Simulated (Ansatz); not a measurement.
# NaCl (Fm-3m) in Ansatz: settings compared, part 2 of 2

Ansatz 0.2.0.

## 3. Phonons, PBEsol

The input, input.yaml:

```yaml
crystal:
  lattice:
    - [0.0, 2.7940632177, 2.7940632177]
    - [2.7940632177, 0.0, 2.7940632177]
    - [2.7940632177, 2.7940632177, 0.0]
  atoms:
    - { symbol: Cl, position: [0.5, 0.5, 0.5] }
    - { symbol: Na, position: [0.0, 0.0, 0.0] }
hamiltonian:
  xc: pbesol
  pseudopotentials: { kind: paw }
kpoints:
  mp_grid: { grid: [6, 6, 6] }
scf:
  occupations: { method: fixed }
phonons:
  method: dfpt
  dielectric: true
  rigid_motions: translations
  qmesh: [2, 2, 2]
  temperatures: { t_max: 1000, t_step: 100 }
  qpath:
    path:
      - [[0.0, 0.0, 0.0], [0.5, 0.0, 0.5], [0.5, 0.25, 0.75], [0.375, 0.375, 0.75], [0.0, 0.0, 0.0], [0.5, 0.5, 0.5], [0.625, 0.25, 0.625], [0.5, 0.25, 0.75], [0.5, 0.5, 0.5], [0.375, 0.375, 0.75]]
      - [[0.625, 0.25, 0.625], [0.5, 0.0, 0.5]]
    npoints: 8
```

Potentials or basis: Ansatz PAW.

Started as:

```console
ansatz run input.yaml --threads 2 --pin off --max-ram 5632MiB --backend cpu --events-out ev --progress --plain --runs-dir out
```

The log of the run:

```text
Warning: RAYON_NUM_THREADS=2 ignored (pool sized by the plan → 2); use --threads N
Engine: ansatz 0.2.0, aarch64-unknown-linux-gnu
Pseudopotentials: kind: paw
Pseudopotential: Cl, paw, valence charge 7, recommended cutoff 420 eV (normal), Cl.paw.azcp
Pseudopotential: Na, paw, valence charge 9, recommended cutoff 420 eV (normal), Na.paw.azcp
Functional definition: PBEsol
  exchange = pbesol_x
  correlation = pbesol_c
Crystal: 2 atoms, lattice volume = 43.625 Å³
Basis set: ecut = 420 eV, 869 PW (Γ), exchange–correlation on 54×54×54 points (8 copies of the dense FFT grid, shifted against one another)
Bands: 12, of which v1, the nominal top of the filled ones, is band 8 counted from 1 (7 counted from 0)
Symmetry: 48 space group operations
k-points: 30 of 216 (irreducible under 8 space group operations, time reversal used)
Non-local potential: Cl, projectors of the file, l = 0: 2, l = 1: 2, l = 2: 2
Non-local potential: Na, projectors of the file, l = 0: 3, l = 1: 2, l = 2: 1
[... 100 lines left out ...]
  optical modes at Γ + LO–TO along q̂ = [0.0000, 1.0000, 0.0000]:
      ω (cm⁻¹)  modes    IR ((D/Å)²/amu)
        169.50      2             3.9287
        257.01      1             1.9643
  optical modes at Γ + LO–TO along q̂ = [0.0000, 0.0000, 1.0000]:
      ω (cm⁻¹)  modes    IR ((D/Å)²/amu)
        169.50      2             3.9287
        257.01      1             1.9643
--- Phonons (arbitrary-q DFPT): 3 irreducible q on the 2×2×2 mesh ---
  q = [0.0000, 0.0000, 0.0000] (star 1, of the zone-centre solve; hermiticity 1.43e-7, symmetrization 1.26e-13): -0.00 -0.00 -0.00 169.50 169.50 169.50
  q = [0.0000, 0.0000, -0.5000] (star 4, 2 solved perturbations on 68 of 216 k-point pairs; hermiticity 5.99e-14, symmetrization 8.55e-13): 117.06 117.06 138.93 138.93 172.94 218.05
  q = [0.0000, -0.5000, -0.5000] (star 3, 4 solved perturbations in 152 linear systems a pass and spin channel, the states on 46 of 216 k-point pairs; hermiticity 1.31e-6, symmetrization 7.70e-13): 81.08 81.08 135.66 178.11 178.11 189.09
  sum rule: each row above includes the acoustic sum rule's correction from the zone centre's row sums; it moved no ω² by more than (1.22 cm⁻¹)²
  mesh force constants: q→R imaginary residual 3.28e-17; ASR residual 1.947e-4 → 0.000e0 eV/Å²; symmetrization residual 2.665e-15 eV/Å²
  interpolated dispersion: 83 rows × 6 modes
  density of states and harmonic sums: on the 20×20×20 q-mesh, interpolated from the force constants of a 2×2×2 supercell (with the dipole–dipole term)
  largest difference from the sums on the solved wave vectors: F 7.24e-2 eV, S 1.05e-4 and C_V 3.22e-5 eV/K
  zero-point energy: 0.053601 eV/cell   skipped modes (ω ≤ 0): 3   left out of the sums: 6.25e-5 of the cell's modes: C_V's classical limit lies that fraction below 3 k_B per atom; for a crystal, a wire or a layer, F and S can be off by more, and a phonons.interpolated_qmesh denser along its periods is the remedy for the sampling
```

optical_modes.tsv:

```text
# format = ansatz-optical-modes/1
# cell_volume_ang3 = 4.3625325464572164e1
[... 9 lines left out ...]
0e0	1e0	0e0	2.5701251327539717e2	1	1.964329856695191e0	3.1505883615543463e-37	-1.6378417761073125e-19	2.3896771368444298e-37	8.514364225731251e-2	-1.2422800432746423e-19	1.8125366322180157e-37
0e0	0e0	1e0	1.694955436685686e2	2	3.928659713390382e0	8.514364225731251e-2	5.873860087399946e-19	2.414404687192676e-19	8.514364225731251e-2	1.2420594287792262e-19	8.65838179188793e-37
0e0	0e0	1e0	2.5701251327539717e2	1	1.964329856695191e0	1.506995843009755e-37	3.3051475680461297e-37	-1.132744962206761e-19	7.248859044457586e-37	-2.484339472083034e-19	8.514364225731251e-2
```

phbands.tsv:

```text
# q_distance	omega_0_inv_cm	omega_1_inv_cm	omega_2_inv_cm	omega_3_inv_cm	omega_4_inv_cm	omega_5_inv_cm	omega_0_thz	omega_1_thz	omega_2_thz	omega_3_thz	omega_4_thz	omega_5_thz
# format = ansatz-phbands/1
[... 83 lines left out ...]
7.068553	82.725654	90.076272	133.725544	176.259368	178.733299	188.980558	2.480053	2.700419	4.008991	5.284123	5.358290	5.665495
7.118244	81.813505	85.232488	134.798308	177.284589	178.398581	189.043320	2.452707	2.555206	4.041152	5.314858	5.348255	5.667376
7.167935	81.265779	82.145606	135.447497	177.900684	178.181417	189.081394	2.436287	2.462663	4.060614	5.333328	5.341745	5.668518
7.217626	81.083153	81.083153	135.664820	178.106208	178.106208	189.094175	2.430812	2.430812	4.067129	5.339490	5.339490	5.668901
```

It took 19 s on 2 threads of Arm Neoverse V1, shared host; peak memory 0.46 GiB.

Results:

```yaml
Free_energy: -2540.2864 eV
Band_gap_on_the_k_mesh: 5.04 eV, direct
Electronic_dielectric_tensor_diagonal: 2.57
Born_charges_mean_of_the_diagonal: Cl -1.09; Na +1.09 e
Highest_phonon_frequency_LO-TO_splitting_left_out: 218 cm⁻¹
Static_dielectric_tensor_diagonal: 5.92
```

Levels at points of the mesh, in eV from the valence-band top:
```tsv
k point	band 5	band 6	band 7	band 8	band 9	band 10	band 11	band 12
(0.00, 0.00, 0.00)	-12.71	0.00	0.00	0.00	5.04	10.92	10.92	10.92
(0.00, 0.00, -0.50)	-12.33	-2.05	-0.28	-0.28	7.11	10.72	10.83	10.83
(0.00, -0.50, -0.50)	-12.28	-1.78	-0.64	-0.64	7.49	7.83	11.32	14.87
(-0.50, 0.00, -0.50)	-12.28	-1.78	-0.64	-0.64	7.49	7.83	11.32	14.87
```

Phonon frequencies in cm⁻¹ (negative: imaginary):
```csv
q point,frequencies
"(0.000, 0.000, 0.000)",0 0 0 170 170 170
"(0.000, 0.000, -0.500)",117 117 139 139 173 218
"(0.000, -0.500, -0.500)",81 81 136 178 178 189
```

Electronic dielectric tensor:
```
2.57 0.00 0.00
0.00 2.57 0.00
0.00 0.00 2.57
```

Born effective charge tensors (e):
atom 1, Cl
```
-1.09  0.00  0.00
 0.00 -1.09  0.00
 0.00  0.00 -1.09
```
atom 2, Na
```
1.09 0.00 0.00
0.00 1.09 0.00
0.00 0.00 1.09
```

Static dielectric tensor, electrons and zone-centre modes:
```
5.92 0.00 0.00
0.00 5.92 0.00
0.00 0.00 5.92
```

Caveat: the q mesh is small, so phonon branches between its points and thermal values are rough; the PAW data sets come from PBE, with cores solved anew for the run's functional, which leaves a small shift of forces and pressure.

## 4. Elastic constants, PBEsol

The input, input.yaml:

```yaml
crystal:
  lattice:
    - [0.0, 2.7940632177, 2.7940632177]
    - [2.7940632177, 0.0, 2.7940632177]
    - [2.7940632177, 2.7940632177, 0.0]
  atoms:
    - { symbol: Cl, position: [0.5, 0.5, 0.5] }
    - { symbol: Na, position: [0.0, 0.0, 0.0] }
hamiltonian:
  xc: pbesol
  pseudopotentials: { kind: paw }
kpoints:
  mp_grid: { grid: [6, 6, 6] }
scf:
  occupations: { method: fixed }
output:
  forces: true
  stress: true
elastic:
  mode: relaxed_ion
  stencil: two_point
```

Potentials or basis: Ansatz PAW.

Started as:

```console
ansatz run input.yaml --threads 2 --pin off --max-ram 5632MiB --backend cpu --events-out ev --progress --plain --runs-dir out
```

The log of the run:

```text
Warning: RAYON_NUM_THREADS=2 ignored (pool sized by the plan → 2); use --threads N
Engine: ansatz 0.2.0, aarch64-unknown-linux-gnu
Pseudopotentials: kind: paw
Pseudopotential: Cl, paw, valence charge 7, recommended cutoff 420 eV (normal), Cl.paw.azcp
Pseudopotential: Na, paw, valence charge 9, recommended cutoff 420 eV (normal), Na.paw.azcp
Functional definition: PBEsol
  exchange = pbesol_x
  correlation = pbesol_c
Crystal: 2 atoms, lattice volume = 43.625 Å³
Basis set: ecut = 420 eV, 869 PW (Γ), exchange–correlation on 54×54×54 points (8 copies of the dense FFT grid, shifted against one another)
Bands: 12, of which v1, the nominal top of the filled ones, is band 8 counted from 1 (7 counted from 0)
Symmetry: 48 space group operations
Space group: Fm-3m (ITA 225), of the structure as read, at distance tolerance 3.5e-5 Å
k-points: 16 of 216
Non-local potential: Cl, projectors of the file, l = 0: 2, l = 1: 2, l = 2: 2
Non-local potential: Na, projectors of the file, l = 0: 3, l = 1: 2, l = 2: 1
PAW form: soft (Blöchl's): semilocal exchange-correlation on the pseudo side does not see the compensation charge
[... 95 lines left out ...]
       -0.000000      -0.000000       0.196938
  P = ⅓ Tr σ = 0.1969 GPa (1.969 kbar)
--- Band table (eV; the first three rows and the last of 16) ---
  k-point 0: bands = ["-47.2667", "-19.3455", "-19.3455", "-19.3455", "-11.4442", "1.2615", "1.2615", "1.2615", "6.3002", "12.1814", "12.1814", "12.1814"]
  k-point 1: bands = ["-47.2664", "-19.3543", "-19.3461", "-19.3461", "-11.3555", "0.6160", "1.1867", "1.1867", "7.1392", "11.4053", "12.4752", "12.4752"]
  k-point 2: bands = ["-47.2659", "-19.3717", "-19.3473", "-19.3473", "-11.1697", "-0.3739", "1.0445", "1.0445", "8.2086", "11.3014", "12.3163", "12.3163"]
  k-point 15: bands = ["-47.2654", "-19.3656", "-19.3585", "-19.3569", "-11.0075", "-0.2773", "0.2842", "0.4966", "9.6258", "9.9605", "11.6923", "13.2953"]
--- Elastic constants: 2 strain directions × 2 members + reference (group order 48) ---
  dense FFT box of the reference and of every strained cell: 27×27×27
  strains applied: 11, 23; error gains: componentwise 1.00 (the most a stress slope's error grows in a printed constant), spectral 1.73 (1 for all six strains in a standard setting)
  C = ∂σ_k/∂η_j (tension-positive GPa; Voigt order 11 22 33 23 13 12):
        56.882     11.713     11.713     -0.000      0.000      0.000
        11.713     56.882     11.713      0.000     -0.000      0.000
        11.713     11.713     56.882      0.000      0.000     -0.000
        -0.000      0.000      0.000     12.076     -0.000     -0.000
        -0.000      0.000     -0.000      0.000     12.076      0.000
        -0.000      0.000     -0.000     -0.000     -0.000     12.076
  reference stress σ⁰ (GPa):     -0.197     -0.197     -0.197      0.000      0.000     -0.000
  C* (energy form; C + prestress term) asymmetry max|C*_kj − C*_jk| = 1.776e-15 GPa — a small one proves nothing (zero by symmetry where the batch's group is 432, −43m or m−3m); a large one is finite-difference/SCF noise where every solve meets its electron count
  moduli (Voigt/Reuss/Hill, GPa): K = 26.77/26.77/26.77   G = 16.28/14.84/15.56   E = 39.10   ν = 0.257
  mechanically stable: yes (min eigenvalue of sym C = 12.08 GPa)
  strain η (Voigt 11):  stress-route row diagonal C_11 = 56.88 GPa, energy-path curvature d²(F+E_count+ΔE)/dδ²/Ω₀ = 56.90 GPa
         δ    σ_11 (GPa)             F (eV)   n_scf  n_hpsi   n_pw
    -2.000e-3      -0.3122       -2540.2862950       7    6338    869   relax 0 steps, max|allowed force component| 2.96e-30 eV/Å
     2.000e-3      -0.0847       -2540.2865099       6    6103    873   relax 0 steps, max|allowed force component| 7.83e-31 eV/Å
  strain η (Voigt 23):  stress-route row diagonal C_44 = 12.08 GPa, energy-path curvature d²(F+E_count+ΔE)/dδ²/Ω₀ = 12.18 GPa
         δ    σ_23 (GPa)             F (eV)   n_scf  n_hpsi   n_pw
    -2.000e-3      -0.0242       -2540.2864267       7   10172    869   relax 0 steps, max|allowed force component| 1.12e-29 eV/Å
     2.000e-3       0.0242       -2540.2864267       8   10841    869   relax 0 steps, max|allowed force component| 4.22e-30 eV/Å
```

elastic.tsv:

```text
[... 16 lines left out ...]
6	-3.8731992539e-30	3.9225033807e-30	-7.0064923216e-46	-8.2629501049e-48	-7.8886090522e-31	1.2076315107e1	-1.6212778281e-16	-1.6212778281e-16	-1.6212778281e-16	-8.2629501049e-48	-7.8886090522e-31	1.2076315107e1	2.2737054933e-34	-2.0329942028e-34	-1.0908587576e-35	3.2350728874e-51	6.4701457747e-51	-4.7280643218e-3
```

Run time: 3.4 s. Hardware: 2 threads of Arm Neoverse V1, shared host; peak memory 0.3 GiB.

What came out:

| Item | Value |
| --- | --- |
| Free energy | -2540.2864 eV |
| Pressure | 0.2 GPa |
| Band gap on the k mesh | 5.04 eV, direct |
| Elastic constants C11, C12, C44 | 57, 12, 12 GPa |
| Voigt bulk modulus | 27 GPa |

Elastic tensor in Voigt notation (GPa, in the Cartesian axes of the cell as first typed):
```
57 12 12  0  0  0
12 57 12  0  0  0
12 12 57  0  0  0
 0  0  0 12  0  0
 0  0  0  0 12  0
 0  0  0  0  0 12
```

Caveat: the PAW data sets come from PBE, with cores solved anew for the run's functional, which leaves a small shift of forces and pressure.

## 5. Overview

| task | level | k mesh | q mesh | points for each segment of the path | atoms under strain | gap on the mesh (eV) |
| --- | --- | --- | --- | --- | --- | --- |
| Born charges and dielectric tensor | PBE | 8 × 8 × 8 | - | - | - | 5.22 |
| phonons | PBEsol | 6 × 6 × 6 | 2 × 2 × 2 | 8 | - | 5.04 |
| elastic constants | PBEsol | 6 × 6 × 6 | - | - | relaxed | 5.04 |

Alike in all rows: potentials or basis Ansatz PAW; no spin polarisation; cell as given; cutoff (eV) 420; smearing fixed.

On the cell as given the gap runs from 5.04 eV (PBEsol) to 5.22 eV (PBE); the meshes differ, which moves gaps too.

Caveats: the PAW data sets come from PBE, with cores solved anew for the run's functional, which leaves a small shift of forces and pressure (some runs).

Total energies depend on the potentials used, so only differences within one code and one set of settings carry meaning.

## 6. Comparison with measurements

Step 2. Against the measured high-frequency dielectric constant of NaCl, 2.34 (80 K; a printed reference work, textbook), the calculated 2.53 is off by +8.0 %.

Step 3. Against the measured high-frequency dielectric constant of NaCl, 2.34 (80 K; a printed reference work, textbook), the calculated 2.57 is off by +10.0 %.
